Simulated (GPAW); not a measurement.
Input of a GPAW 26.7.0 run:

Contents of run.py:

```python
from ase.dft.bandgap import bandgap
from ase.io import read, write
from ase.units import GPa
from gpaw import GPAW, PW

atoms = read('POSCAR')
atoms.set_initial_magnetic_moments([7.0, 0.0])

calc = GPAW(mode=PW(800),
            xc='PBE',
            kpts={'size': (8, 8, 8), 'gamma': True},
            occupations={'name': 'methfessel-paxton', 'order': 0, 'width': 0.026000000000000002},
            nbands=25,
            convergence={'density': 1e-05, 'energy': 1e-05},
            maxiter=150,
            txt='gpaw.txt')
atoms.calc = calc
energy = atoms.get_potential_energy()
forces = atoms.get_forces()
stress = atoms.get_stress()
calc.write('gs.gpw')
write('result.traj', atoms)
print(f'Energy: {energy:.6f} eV')
print('Forces (eV/A):')
print(forces.round(4))
print('Stress (GPa):', (stress / GPa).round(3))
print('Moments:', calc.get_magnetic_moments().round(3))
print('Fermi level:', round(calc.get_fermi_level(), 4), 'eV')
print(f'Gap: {bandgap(calc)[0]:.4f} eV, direct: {bandgap(calc, direct=True)[0]:.4f} eV')
```

File POSCAR:

```
EuS
1.0
    0.0000000000      2.9785000000      2.9785000000
    2.9785000000      0.0000000000      2.9785000000
    2.9785000000      2.9785000000      0.0000000000
Eu S
1 1
Direct
    0.0000000000      0.0000000000      0.0000000000
    0.5000000000      0.5000000000      0.5000000000
```

Potentials or basis: GPAW PAW data sets (gpaw-data 1.2.1), pw.

Command:

```bash
$ OMP_NUM_THREADS=1 python run.py
```

(1) Predict the site moments.

(2) Predict the net moment.

(3) Estimate the pressure.

Answers

(1) Eu +6.62; S -0.06 μB.

(2) 6.99 μB per cell.

(3) -2.4 GPa.

Caveat: one-centre terms of the f shell are cut off; spin-orbit coupling is left out, which moves the levels of the heavy elements; a cell with one magnetic atom can't hold antiferromagnetic order, which such compounds often take; without U or exact exchange the open f shell lies at the Fermi level, which spoils levels, moments and volumes.

**The experiment to reproduce.**

From “Crystal-field mediated electronic transitions of EuS up to 35 GPa”, 2022, pmc:8786971, for a powder of EuS at 300 K: band gap 1.72 eV (optical).

A measured gap of EuS is 1.72 eV (optical; 300 K; powder; “Crystal-field mediated electronic transitions of EuS up to 35 GPa”, 2022, pmc:8786971); the calculated 0.00 eV misses it by -1.72 eV. So large a miss can be the level of theory's own, or it may mean another phase, state or a wrong row. Spin-orbit coupling on Eu is left out. The value is that of PBE on a finite k mesh, which can miss the band edges, without temperature or zero-point motion. Semilocal functionals fall short of measured gaps as a rule. The run's magnetic order (collinear spin, ferromagnetic start) needn't be the measured crystal's.
